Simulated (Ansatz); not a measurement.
# Te2Mo: the cost of one run

Program: Ansatz 0.2.0. Level of theory: DFT PBE+D3(BJ), scalar-relativistic, plane waves, PAW. These are calculated values, not measurements.

2 further runs of the same task are left out: 2 set aside as unsound or not needed.

## Step 1: Starting point

Symmetry: P6_3/mmc, No. 194, hexagonal system. Conventional cell: a = 3.518 Å, b = 3.518 Å, c = 13.974 Å, α = 90.00°, β = 90.00°, γ = 120.00°. Around Te (site symmetry 3m) lie 3 Mo at 2.72 Å. Mo (site symmetry -6m2) is surrounded by 6 Te at 2.72 Å.

Structure file:

```
CELL_PARAMETERS angstrom
3.51820 0.00000 0.00000
-1.75910 3.04685 0.00000
0.00000 0.00000 13.97360
ATOMIC_POSITIONS crystal
Te 0.33333 0.66667 0.62100
Te 0.66667 0.33333 0.12100
Te 0.33333 0.66667 0.87900
Te 0.66667 0.33333 0.37900
Mo 0.33333 0.66667 0.25000
Mo 0.66667 0.33333 0.75000
```

Source of the structure: the Crystallography Open Database.

## Step 9: Plan of the scan

Atoms count from 1 in the order of the input.

The upper layer of a bilayer is slid over the lower one; relaxed at each slide: nothing; the origin of the map has Te4 above Te3; the distance between the facing planes is held at 4.03 Å.

The axes are (1) slide of the upper layer along the first cell vector, from Te4 above Te3: 6 values from 0.000 to 0.833, periodic; (2) slide of the upper layer along the second cell vector, from Te4 above Te3: 6 values from 0.000 to 0.833, periodic.

Nothing else is relaxed. Points are written as (first, second).

The two vectors of the plane (Å): (3.504, 0.000, 0.000); (-1.752, 3.034, 0.000).

(The set-up runs are not shown.)

## Step 10: Grid point (0/6, 0/6) of the map's two axes

File input.yaml:

```yaml
crystal:
  lattice:
    - [3.5038817216, 0.0, 0.0]
    - [-1.7519408608, 3.0344505828, 0.0]
    - [0.0, 0.0, 24.7677194079]
  atoms:
    - { symbol: Te, position: [0.3333333333, 0.6666666667, 0.1816881048] }
    - { symbol: Mo, position: [0.6666666667, 0.3333333333, 0.2550468918] }
    - { symbol: Te, position: [0.3333333333, 0.6666666667, 0.3284056788] }
    - { symbol: Te, position: [0.3333333333, 0.6666666667, 0.4911174704] }
    - { symbol: Mo, position: [0.0, 1.0, 0.5644762574] }
    - { symbol: Te, position: [0.3333333333, 0.6666666667, 0.6378350444] }
basis:
  ecutwfc: 420
kpoints:
  mp_grid: { grid: [9, 9, 1] }
hamiltonian:
  xc: pbe
  pseudopotentials: { kind: paw, azcp: { folder: soft_1 } }
  dispersion: d3bj
scf:
  occupations: { method: gaussian, width: 0.05 }
output:
  forces: true
  eigenvalues: true
efield:
  axis: 3
  dipole_correction: true
  ramp_width: 0.04
```

Command:

```
$ ansatz run input.yaml --threads 1 --pin off --max-ram 3072MiB --backend cpu --events-out ev --progress --plain --runs-dir out
```

**Question.** How long does this run take on 1 thread of Intel Xeon Platinum 8259CL at 2.50GHz (Skylake/Cascade Lake), shared host, and how much memory does it need?

About 21 s, with a peak of 0.55 GiB.
